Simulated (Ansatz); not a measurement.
This log comes from Ansatz, run on SnO2 in the fluorite structure. The starting cell comes from a relaxation with PBE.

Structure:
```
CELL_PARAMETERS angstrom
0.00000 2.57205 2.57205
2.57205 0.00000 2.57205
2.57205 2.57205 0.00000
ATOMIC_POSITIONS crystal
Sn 0.00000 0.00000 0.00000
O 0.25000 0.25000 0.25000
O 0.75000 0.75000 0.75000
```

The log, with set-up remarks and timings taken out:
```
Functional definition: r2SCAN
Crystal: 3 atoms, lattice volume = 34.030 Å³
Basis set: ecut = 500 eV, 869 PW (Γ)
Bands: 17, of which v1, the nominal top of the filled ones, is band 13 counted from 1 (12 counted from 0)
Symmetry: 48 space group operations
Space group: Fm-3m (ITA 225)
k-points: 29 of 512
preconditioner: auto → none  [insulator: Δε(μ)=0.525 eV  σ=0.020 eV  ℏωp=32.5 eV]
SCF 1 converged in 7 iterations: F = -7175.326938 eV  dr2 = 7.08e-10
relax step 1: F+E_penalty+E_count = -7175.32693805 eV  P = -9.238 GPa  Ω = 34.030 Å³
SCF 2 converged in 6 iterations: F = -7175.372932 eV  dr2 = 6.62e-9
relax step 2: F+E_penalty+E_count = -7175.37293192 eV  P = +0.832 GPa  Ω = 32.404 Å³
SCF 3 converged in 4 iterations: F = -7175.373164 eV  dr2 = 1.88e-7
relax step 3: F+E_penalty+E_count = -7175.37316382 eV  P = -0.076 GPa  Ω = 32.533 Å³
SCF 4 converged in 3 iterations: F = -7175.373172 eV  dr2 = 7.70e-9
relax step 4: F+E_penalty+E_count = -7175.37317226 eV  P = +0.002 GPa  Ω = 32.522 Å³
SCF 5 converged in 5 iterations: F = -7175.372310 eV  dr2 = 2.54e-11
relax step 5: F+E_penalty+E_count = -7175.37231040 eV  P = +0.019 GPa  Ω = 32.522 Å³  (SCF on a basis re-selected at this cell)
SCF converged after 5 iterations
Free energy (F): -7175.372310 eV
Fermi energy:    11.871313 eV
--- Per-component energies (eV) ---
  E_band       = -27.118062
  E_kinetic    = 544.588523
  E_local      = -1182.915356
  E_nonlocal   = 65.609926
  E_hartree    = 648.190332
  E_xc         = -518.525422
  E_vxc        = -311.985515
  E_paw        = -4492.658284
  E_vpaw       = -458.192814
  E_vtau       = 19.394406
  E_ewald      = -2240.335576
  E_core_change = 0.671438
--- Stress (GPa, compression-positive) ---
        0.019044       0.000000       0.000000
        0.000000       0.019044       0.000000
        0.000000       0.000000       0.019044
  P = ⅓ Tr σ = 0.0190 GPa (0.190 kbar)
--- Relaxed structure (4 steps of the walk, 4 accepted, 1 SCFs on fresh bases) ---
  F+E_penalty+E_count = -7175.37231040 eV
  cell:  # Å, volume = 32.5219 Å³
    - [0.000000, 2.533467, 2.533467]
    - [2.533467, 0.000000, 2.533467]
    - [2.533467, 2.533467, 0.000000]
  atoms:
    - { symbol: Sn, position: [0.000000, 0.000000, 0.000000] }
    - { symbol: O, position: [0.250000, 0.250000, 0.250000] }
    - { symbol: O, position: [0.750000, 0.750000, 0.750000] }
```

Q: Reconstruct the input.

A:
```yaml
crystal:
  # lattice and atoms as above
kpoints:
  mp_grid: { grid: [8, 8, 8] }
hamiltonian:
  xc: r2scan
scf:
  occupations: { method: fermi_dirac, width: 0.02 }
relax:
  f_tol: 0.005
  cell: {}
```
The term E_vtau belongs to a meta-GGA, which reads the kinetic-energy density. The relax steps with a changing cell volume need the relax block with cell. Keys that only write grids to files are left aside. This is the file that was run; thresholds and some counts can't be read off the log exactly.

Run as `ansatz run input.yaml --threads 2 --pin off --max-ram 2211MiB --backend cpu --events-out ev --progress --plain --runs-dir out`. It took 7 s on 2 threads of Arm Neoverse V1, with other jobs on the host; peak host memory 0.4 GiB.

All values are calculated for a non-magnetic cell, which may be hypothetical.
